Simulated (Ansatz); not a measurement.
**Response of Ba to small distortions**

```
Ba
1.0
    -2.50000    2.50000    2.50000
     2.50000   -2.50000    2.50000
     2.50000    2.50000   -2.50000
Ba
1
Direct
  0.00000 0.00000 0.00000
```

The cell is a measured one (Crystallography Open Database entry 9008528); the temperature and pressure of the measurement aren't taken into account, and nothing was relaxed.

Spin–orbit coupling is left out, though it moves levels of the heavy atoms by tenths of an eV or more.

Level of theory: DFT, PBE, all-electron LAPW, scalar-relativistic (Ansatz 0.2.0).

Sampling and basis: a Γ-centred 10×10×10 k mesh, Fermi–Dirac smearing of 0.05 eV, basis error target 0.5 meV/atom, no spin polarisation.

The unchanged cell is at 0.11 GPa.

In a metal, stresses and small energies carry noise from the k mesh.

x, y and z are the Cartesian axes of the cell as listed; fractional coordinates follow a strain, and an engineering shear is twice the off-diagonal strain component.

(1) With this change (z strained by -2 % at fixed volume), what becomes of the energy and stress?

Results:

(1) Energy change under 1 meV/atom; stress change (xx, yy, zz, yz, xz, xy) -0.05, -0.05, 0.11, 0.00, 0.00, 0.00 GPa, compression positive.
